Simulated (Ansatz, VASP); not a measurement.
**CdS: VASP beside Ansatz**

```
Cd S
1.0
     0.00000    2.94295    2.94295
     2.94295    0.00000    2.94295
     2.94295    2.94295    0.00000
Cd S
1 1
Direct
  0.00000 0.00000 0.00000
  0.25000 0.25000 0.25000
```

Alike in both runs: task single point; functional PBE; k mesh 2 × 2 × 2; occupations gaussian, width 0.1 eV; no spin polarisation; Hubbard terms Cd d U = 2.2 eV.

```csv
,VASP,Ansatz
version,VASP 6.6.1,Ansatz 0.2.0
potentials or method,"VASP PAW PBE potentials, release 64 (Cd, S)","scalar-relativistic, plane waves, PAW"
plane-wave cutoff (eV),520,420
valence electrons in the cell,18,26
```

VASP gave:

```
gap on the k mesh at the Fermi level (eV) : 1.05
least direct gap on the mesh (eV)         : 1.05
pressure (GPa)                            : 4.5
```

Task: Estimate Ansatz's values.

Result: gap on the k mesh at the Fermi level (eV): 0.99; least direct gap on the mesh (eV): 0.99; pressure (GPa): 4.4.

The programs project onto different local orbitals, so the same U acts differently. The two sets of potentials don't hold the same shells in valence.

Caveats: the k mesh is coarse (spacing up to 0.92 Å⁻¹), so the values aren't converged.
